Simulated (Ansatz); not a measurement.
# PtS2: the cost of one run

Method: DFT PBE+D3(BJ), scalar-relativistic, plane waves, PAW, in Ansatz 0.2.0.

The COD entry's cell or inner coordinates are ideal or old and differ from later refinements, so a difference from it is no clean test against experiment.

6 further runs of the same task are left out: 6 set aside as unsound or not needed.

## Step 1: Starting point

Symmetry: P-3m1, No. 164, trigonal system. Conventional cell: a = 3.583 Å, b = 3.583 Å, c = 4.663 Å, α = 90.00°, β = 90.00°, γ = 120.00°. Pt (site symmetry -3m) has 6 S at 2.39 Å as nearest neighbours. S (site symmetry 3m) is surrounded by 3 Pt at 2.39 Å.

Coordinates:

```cif
data_structure
_symmetry_space_group_name_H-M 'P 1'
_symmetry_Int_Tables_number 1
_cell_length_a 3.5833
_cell_length_b 3.5833
_cell_length_c 4.6628
_cell_angle_alpha 90.000
_cell_angle_beta 90.000
_cell_angle_gamma 120.000
_cell_volume 51.85
loop_
_atom_site_label
_atom_site_type_symbol
_atom_site_fract_x
_atom_site_fract_y
_atom_site_fract_z
_atom_site_occupancy
Pt1 Pt 0.00000 0.00000 0.00000 1
S1 S 0.33333 0.66667 0.25874 1
S2 S 0.66667 0.33333 0.74126 1
```

This cell was relaxed beforehand with the same method: volume 17.28 Å³/atom, gap on the mesh 0.05 eV.

## Step 2: What is varied

The energy is mapped over two normal modes frozen in (zone-centre modes of the cell shown).

The axes are (1) amplitude of mode 4 (293 cm⁻¹), largest displacement: 11 values from −0.172 Å; (2) amplitude of mode 6 (303 cm⁻¹), largest displacement: 11 values from −0.065 Å.

Nothing else is relaxed (the cell and all other modes fixed). Energies count from the relaxed high-symmetry cell. Points are written as (first, second).

The modes come from a phonon run on the reference cell, made beforehand.

Displacement patterns for an amplitude of 1 (Å):

```tsv
atom	x1	y1	z1	x2	y2	z2
Pt1	0.000	0.000	0.000	-0.329	0.000	0.000
S2	1.000	0.000	0.000	1.000	0.000	0.000
S3	-1.000	0.000	0.000	1.000	0.000	0.000
```

## Step 3: Grid point (−0.172 Å, −0.065 Å)

File input.yaml:

```yaml
crystal:
  lattice:
    - [3.5832742325, 0.0, 0.0]
    - [-1.7916371163, 3.1032065141, 0.0]
    - [0.0, 0.0, 4.6628322088]
  atoms:
    - { symbol: Pt, position: [0.0059621812, 0.0, 0.0] }
    - { symbol: S, position: [0.2671927076, 0.6666666667, 0.2587415406] }
    - { symbol: S, position: [0.6965276243, 0.3333333333, 0.7412584594] }
basis:
  ecutwfc: 420
kpoints:
  mp_grid: { grid: [12, 12, 8] }
hamiltonian:
  xc: pbe
  pseudopotentials: { kind: paw, azcp: { folder: soft_1 } }
  dispersion: d3bj
scf:
  occupations: { method: gaussian, width: 0.03 }
output:
  forces: true
  stress: true
  eigenvalues: true
```

On the command line:

```console
> ansatz run input.yaml --threads 1 --pin off --max-ram 2048MiB --backend cpu --events-out ev --progress --plain --runs-dir out
```

What time and memory should one allow on 1 thread of AMD EPYC 9R45 (Zen 5), shared host?

About 16 s, with a peak of 0.83 GiB.
